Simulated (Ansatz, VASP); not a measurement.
One calculation of FeO, two programs

```
Fe O
1.0
     0.00000    2.11140    2.11140
     2.11140    0.00000    2.11140
     2.11140    2.11140    0.00000
Fe O
1 1
Direct
  0.00000 0.00000 0.00000
  0.50000 0.50000 0.50000
```

Alike in both runs: task single point; functional PBE; k mesh 11 × 11 × 11; occupations fermi-dirac, width 0.05 eV; collinear spin.

|  | VASP | Ansatz |
| --- | --- | --- |
| version | VASP 6.6.1 | Ansatz 0.2.0 |
| potentials or method | VASP PAW PBE potentials, release 64 (Fe, O) | Ansatz PAW |
| plane-wave cutoff (eV) | 520 | 420 |
| valence electrons in the cell | 14 | 22 |

|  | VASP | Ansatz | Ansatz less VASP |
| --- | --- | --- | --- |
| gap on the k mesh at the Fermi level (eV) | none | none | - |
| pressure (GPa) | 13.1 | 12.9 | -0.28 |
| net moment per atom (μB) | 2.00 | 2.00 | +0.001 |
| size of the moment on the site where the two differ most (μB) | 3.61 | 3.42 | -0.188 |

Site moments also hang on the region over which each program counts them. A gap of «none» marks a metal or a gap that the smearing closes. The two sets of potentials don't hold the same shells in valence.

Caveats: a cell with one magnetic atom can't hold antiferromagnetic order, which such compounds often take; semilocal functionals often make such compounds metallic where correlation or magnetic order opens a gap, which also shifts bond lengths; the pressure holds a Pulay correction of +0.7 GPa for the finite cutoff (Ansatz).
